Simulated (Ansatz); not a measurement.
# Ni: pressure up to the limit of the methods

How does Ni (simple hexagonal type) answer strong compression? The runs shown use PAW.

Method: DFT PBE, with the methods named in each step, in Ansatz 0.2.0.

1 further run of the same task is left out (it didn't finish).

**1. The system as given**

The structure is hexagonal, space group P6/mmm (No. 191). The conventional cell has a = 2.406 Å, b = 2.406 Å, c = 2.261 Å, α = 90.00°, β = 90.00°, γ = 120.00°. Ni (site symmetry 6/mmm) has 8 Ni at 2.26 to 2.41 Å as nearest neighbours.

Coordinates:

```cif
data_structure
_symmetry_space_group_name_H-M 'P6/mmm'
_symmetry_Int_Tables_number 191
_cell_length_a 2.4057
_cell_length_b 2.4057
_cell_length_c 2.2614
_cell_angle_alpha 90.000
_cell_angle_beta 90.000
_cell_angle_gamma 120.000
_cell_volume 11.33
loop_
_atom_site_label
_atom_site_type_symbol
_atom_site_symmetry_multiplicity
_atom_site_Wyckoff_symbol
_atom_site_fract_x
_atom_site_fract_y
_atom_site_fract_z
_atom_site_occupancy
Ni1 Ni 1 a 0.00000 0.00000 0.00000 1
```

The file gives the conventional cell by its symmetry; the runs use the cell typed in the input.

Whether this phase is the stable one at these pressures isn't tested.

**2. Cell relaxed at zero pressure, PAW**

input.yaml reads:

```yaml
crystal:
  lattice:
    - [2.4056949278, 0.0, 0.0]
    - [-1.2028474639, 2.0833929212, 0.0]
    - [0.0, 0.0, 2.2613532321]
  atoms:
    - { symbol: Ni, position: [0.0, 0.0, 0.0], spin: 1.0 }
magnetization:
  spin_polarized: true
kpoints:
  mp_grid: { grid: [18, 18, 17] }
scf:
  occupations: { method: fermi_dirac, width: 0.1 }
hamiltonian:
  xc: pbe
  pseudopotentials: { kind: paw }
output:
  forces: true
  stress: true
relax:
  f_tol: 0.005
  max_steps: 40
  cell: {}
```

On the command line:

```bash
> ansatz run input.yaml --threads 1 --pin off --max-ram 3072MiB --backend cpu --events-out ev --progress --plain --runs-dir out
```

Further steps of the session: Volume scaled by 1, PAW; Shape and atoms relaxed at 0.9 of the volume, PAW; Volume scaled by 0.9, PAW; Shape and atoms relaxed at 0.8 of the volume, PAW; Volume scaled by 0.8, PAW; Shape and atoms relaxed at 0.7 of the volume, PAW; Volume scaled by 0.7, PAW; Shape and atoms relaxed at 0.6 of the volume, PAW; Volume scaled by 0.6, PAW; Volume scaled by 0.6, PAW (cutoff 800 eV); Shape and atoms relaxed at 0.5 of the volume, PAW; Volume scaled by 0.5, PAW; Shape and atoms relaxed at 0.4 of the volume, PAW; Volume scaled by 0.4, PAW; Volume scaled by 0.4, PAW (source ansatz).

What does the calculation give? Wanted: PAW pressure at 0.4 of the volume; fitted bulk modulus at zero pressure.

The runs gave:

```
                                  quantity       value
         PAW pressure at 0.4 of the volume  1258.9 GPa
fitted bulk modulus at zero pressure (PAW)     173 GPa
                   its pressure derivative        4.45
```

In words: At 0.4 of the starting volume PAW gives 1259 GPa. A third-order Birch-Murnaghan curve fits the range only roughly (B₀ = 173 GPa, B′ = 4.45, misfit at most 17.95 GPa). A fit over so wide a range leans to the high pressures, so B₀ can be off by several per cent. The largest moment goes from 0.53 to 0.00 μB: compression widens the bands and quenches it. No all-electron run checks these rows here, and frozen cores can fail under such compression. The ions are at rest, and the electrons smeared by 0.1 eV. Other magnetic orders may lie lower; this is the state that the run reached.
